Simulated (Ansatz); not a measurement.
Abridged Ansatz (a quantum-chemistry and plane-wave program) output:

```
Relaxation: its limit of steps is 50 (relax.max_steps)
Pseudopotential: Ba, paw, valence charge 10
Pseudopotential: Sn, paw, valence charge 14
Pseudopotential: O, paw, valence charge 6
Crystal: 5 atoms, lattice volume = 75.401 Å³
Basis set: ecut = 500 eV, 1935 PW (Γ), exchange–correlation on 128×128×128 points (64 copies of the dense FFT grid, shifted against one another)
Bands: 26, of which v1, the nominal top of the filled ones, is band 21 counted from 1 (20 counted from 0)
Symmetry: 48 space group operations
k-points: 35 of 512
Functional: x = r2scan, c = r2scan; τ floored in thin density (d = 2e-4 eV/Å³)
SCF iter   1: F=—  HF=-13713.107454 eV  |F-HF|=—  |Δ(HF+E_count)|=         —  Δρ=1.01e-2  dr2=7.85e-2  dr2_τ=1.63e-1  ethr=1.77e-3  ⟨swp⟩=8.9  Hψ=5155  notcnv=0
SCF iter   2: F=—  HF=-13713.218104 eV  |F-HF|=—  |Δ(HF+E_count)|=   1.11e-1  Δρ=5.53e-3  dr2=1.20e-2  dr2_τ=1.94e-3  ethr=1.87e-4  ⟨swp⟩=2.8  Hψ=1910  notcnv=0  defer=33
SCF 1 converged in 8 iterations: F = -13713.216348 eV  dr2 = 1.91e-10
relax step   1: F+E_penalty+E_count = -13713.21634758 eV  Δ(F+E_penalty+E_count) = +0.000e0 eV  max|allowed force component| = 1.825e-29 eV/Å  Δτ_max = 0.0000 Å  (8 SCF iters, accepted)
Crystal: 5 atoms, lattice volume = 75.401 Å³
SCF iter   1: F=—  HF=-13713.216348 eV  |F-HF|=—  |Δ(HF+E_count)|=         —  Δρ=4.35e-7  dr2=1.91e-10  dr2_τ=1.29e-11  ethr=1.00e-12  ⟨swp⟩=2.7  Hψ=5054  notcnv=0  defer=24
SCF iter   2: F=-13713.216348 eV  HF=-13713.216348 eV  |F-HF|=1.82e-12  |Δ(HF+E_count)|=  1.46e-11  Δρ=2.82e-7  dr2=8.26e-11  dr2_τ=3.29e-12  ethr=1.00e-12  ⟨swp⟩=4.0  Hψ=2695  notcnv=0
SCF 2 converged in 2 iterations: F = -13713.216348 eV  dr2 = 8.26e-11
SCF converged after 2 iterations
Free energy (F): -13713.216348 eV
Internal energy: -13713.216336 eV  (E = F + TS)
E sigma→0 (E₀):  -13713.216342 eV
Entropy (-TS):   -0.000011 eV (-0.002 meV/atom)
Fermi energy:    9.294063 eV
--- Forces (eV/Å), atoms counted from 1 ---
  atom   1  Ba    -0.00000000     0.00000000    -0.00000000
  atom   2  Sn     0.00000000     0.00000000     0.00000000
  atom   3  O      0.00000000     0.00000000     0.00000000
  atom   4  O      0.00000000     0.00000000     0.00000000
  atom   5  O     -0.00000000    -0.00000000     0.00000000
--- Stress (GPa, compression-positive) ---
       -9.025527       0.000000       0.000000
       -0.000000      -9.025527       0.000000
        0.000000       0.000000      -9.025527
  P = ⅓ Tr σ = -9.0255 GPa (-90.255 kbar)
--- Relaxed structure (1 steps of the walk, 1 accepted, 0 SCFs on fresh bases) ---
  atoms:
    - { symbol: Ba, position: [0.0, 0.0, 0.0] }
    - { symbol: Sn, position: [0.5, 0.5, 0.5] }
    - { symbol: O, position: [0.0, 0.5, 0.5] }
    - { symbol: O, position: [0.5, 0.5, 0.0] }
    - { symbol: O, position: [0.5, 0.0, 0.5] }
```

**Question.** What was computed, and what are the main results?

**Answer.** BaSnO3, 5 atoms in the cell, with r2SCAN in Ansatz (plane waves to 500 eV, PAW, no SOC). The last SCF converged to F = -13713.216348 eV, or -2742.6433 eV per atom, at a pressure of -9.03 GPa. The total energy compares only with runs of the same code, potentials and settings.

The cells carry an imposed strain or load. Stability against distortions was not tested. The cell was made from BaSnO3 in the cubic perovskite structure (space group Pm-3m, No. 221) by this change: isotropic strain +2.26 %.

Keys are those of Ansatz 0.2.
